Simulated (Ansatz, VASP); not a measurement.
## One calculation of LiF, two programs

```
Li F
1.0
     0.00000    2.16792    2.16792
     2.16792    0.00000    2.16792
     2.16792    2.16792    0.00000
Li F
1 1
Cartesian
  0.0000 0.0000 0.0000
  1.0840 1.0840 1.0840
```

Change from the starting cell: volume scaled by 0.98.

Alike in both runs: task single point; functional PBE; k mesh 16 × 16 × 16; occupations fermi-dirac, width 0.03 eV; no spin polarisation.

|  | VASP | Ansatz |
| --- | --- | --- |
| version | VASP 6.6.1 | Ansatz 0.2.0 |
| potentials or method | VASP PAW PBE potentials, release 64 (Li_sv, F), cutoff 520 eV | all-electron LAPW, scalar-relativistic |

|  | VASP | Ansatz | Ansatz less VASP |
| --- | --- | --- | --- |
| gap on the k mesh at the Fermi level (eV) | 7.74 | 7.74 | 0.000 |

Ansatz ran all-electron here, so the differences hold the error of VASP's frozen core and of both bases.

 A k mesh can miss the band edges.
